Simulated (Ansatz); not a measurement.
**Te: which structure wins at one pressure**

Which of bcc, hcp, beta tin, sc, diamond has the lowest enthalpy for Te at one common pressure? Methods of the runs shown: LAPW. Companion runs by PAW are cited.

Computed with Ansatz 0.2.0 (DFT, PBE, all-electron LAPW, scalar-relativistic, unless a step's input says otherwise).

## (1) The system as given

The structure is cubic, space group Im-3m (No. 229). The conventional cell has a = 3.607 Å, b = 3.607 Å, c = 3.607 Å, α = 90.00°, β = 90.00°, γ = 90.00°. Te (site symmetry m-3m) is surrounded by 8 Te at 3.12 Å.

Coordinates:

```cif
data_structure
_symmetry_space_group_name_H-M 'Im-3m'
_symmetry_Int_Tables_number 229
_cell_length_a 3.6067
_cell_length_b 3.6067
_cell_length_c 3.6067
_cell_angle_alpha 90.000
_cell_angle_beta 90.000
_cell_angle_gamma 90.000
_cell_volume 46.92
loop_
_atom_site_label
_atom_site_type_symbol
_atom_site_symmetry_multiplicity
_atom_site_Wyckoff_symbol
_atom_site_fract_x
_atom_site_fract_y
_atom_site_fract_z
_atom_site_occupancy
Te1 Te 2 a 0.00000 0.00000 0.00000 1
```

The file gives the conventional cell by its symmetry; the runs use the cell typed in the input.

## (2) Bcc relaxed under pressure, LAPW

input.yaml reads:

```yaml
crystal:
  lattice:
    - [-1.8033454686, 1.8033454686, 1.8033454686]
    - [1.8033454686, -1.8033454686, 1.8033454686]
    - [1.8033454686, 1.8033454686, -1.8033454686]
  atoms:
    - { symbol: Te, position: [0.0, 0.0, 0.0] }
kpoints:
  mp_grid: { grid: [15, 15, 15] }
scf:
  occupations: { method: fermi_dirac, width: 0.05 }
hamiltonian:
  xc: pbe
  pseudopotentials: { kind: all_electron, lapw: { basis_error: 0.0005 } }
output:
  forces: true
  stress: true
  eigenvalues: true
relax:
  f_tol: 0.005
  max_steps: 12
  cell: { p_target: 17.0, stress_tol: 0.03 }
```

Command:

```sh
$ ansatz run input.yaml --threads 2 --pin off --max-ram 5120MiB --backend cpu --events-out ev --progress --plain --runs-dir out
```

After this run come: Hcp relaxed under pressure, LAPW; Beta tin relaxed under pressure, LAPW; Sc relaxed under pressure, LAPW; Diamond relaxed under pressure, LAPW.

What does the calculation give? Wanted: pressure; lowest (for each run or level that gives them).

The runs gave:

| quantity | value |
| --- | --- |
| pressure | 17 GPa |
| lowest (LAPW) | bcc, 10.6 meV/atom under hcp |
| lowest (PAW) | bcc, 10.7 meV/atom under hcp |

**Reading.** By LAPW the order is bcc < hcp < sc < beta tin < diamond. By PAW the order is bcc < hcp < sc < beta tin < diamond. The methods agree on the lowest phase. Only these structures were tried, with electrons smeared by 0.05 eV and without vibrations, so the true ground state may be another. The k meshes differ between phases and weren't tested, which can move differences by some meV. The hcp start ended with c/a = 1.35, far from close packing. Spin-orbit coupling is left out, though the cell holds Te; in elements this heavy it can shift bands and gaps by tenths of an eV.
